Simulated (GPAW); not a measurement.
Co, 4 atoms in the cell. Symmetry: P6_3/mmc, No. 194, hexagonal system. The conventional cell has a = 2.471 Å, b = 2.471 Å, c = 8.088 Å, α = 90.00°, β = 90.00°, γ = 120.00°. Co (site symmetry -6m2) has 12 Co at 2.47 Å as nearest neighbours. Co (site symmetry -3m) has 12 Co at 2.47 Å as nearest neighbours. 

| Item | Value |
| --- | --- |
| Program | GPAW 26.7.0 |
| Task | single point |
| Functional | PBE |
| Potentials or basis | GPAW PAW data sets (gpaw-data 1.2.1) |
| Cutoff | 600 eV |
| Basis | pw |
| k mesh | 12 × 12 × 4 |
| Occupations | fermi-dirac, width 0.05 eV |
| Spin | collinear spin, ferromagnetic start |
| Starting moments | [2.0, 2.0, 2.0, 2.0] μB |
| Maxiter | 150 |

Potentials or basis: GPAW PAW data sets (gpaw-data 1.2.1), pw.

Launch:

```bash
$ OMP_NUM_THREADS=1 python run.py
```

Hardware: 1 thread of Arm Neoverse V2 (shared host).

Q: Estimate the wall time of this run.

A: Run time: 3.1 min on 1 thread of Arm Neoverse V2, with other jobs on the host, peak memory 0.28 GiB. Counts: scf iterations 18, plane waves 1473, bands 37, k points 69.
